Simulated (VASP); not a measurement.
# MoS2 (P-3m1) in VASP: further runs, part 2 of 2

VASP 6.6.1.

## 7. Equation of state, LDA

This step only gathers the single runs of the series.

Results:

* Equilibrium volume: 16.37 Å³/atom
* Bulk modulus at fixed shape and positions: 168 GPa
* Pressure derivative of the bulk modulus: 4.3 (rough: it moves with the points fitted)

Energy against volume, from the lowest point:
| volume (Å³/atom) | energy (meV/atom) |
| --- | --- |
| 15.702 | 15.19 |
| 16.029 | 3.78 |
| 16.356 | 0.00 |
| 16.683 | 3.10 |
| 17.010 | 12.38 |

Caveat: the cell was scaled at fixed shape and fractional positions, which overstates the stiffness of a crystal with free parameters, most of all of layers and chains.
